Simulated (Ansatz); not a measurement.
## Band transport in GaAs

Method: DFT PBEsol, scalar-relativistic, plane waves, PAW in Ansatz. Settings: 420 eV plane-wave cutoff, Γ-centred 12×12×12 mesh, Gaussian smearing of 0.02 eV. No spin polarisation.

Relaxed structure:
```
Ga As
1.0
     0.00000    2.82956    2.82956
     2.82956    0.00000    2.82956
     2.82956    2.82956    0.00000
Ga As
1 1
Direct
  0.00000 0.00000 0.00000
  0.75000 0.75000 0.75000
```

Constant relaxation time and rigid bands. The levels are interpolated over the whole zone and filled by a Fermi function at the stated temperature, with the chemical potential set by the electron count. The Kohn–Sham gap on the mesh is 0.42 eV and isn't corrected.

Task: Give the Seebeck coefficient (μV/K; xx, yy, zz) and the conductivity masses (m_e; principal values, sorted) at 600 K against doping (cm⁻³).

Result:
```
doping S              m*
n 1e18  -168 -168 -168  0.05 0.05 0.05
n 1e19     -92 -92 -92  0.08 0.08 0.08
n 1e20  -123 -123 -123  0.14 0.14 0.14
n 1e21     -56 -56 -56  0.21 0.21 0.21
p 1e18     496 496 496   both carriers
p 1e19     410 410 410  0.38 0.38 0.38
p 1e20     219 219 219  0.38 0.38 0.38
p 1e21        73 73 73  0.42 0.42 0.42
```

Cost: 1 run of about 3.4 core-minutes, on Arm Neoverse V1 (shared hosts).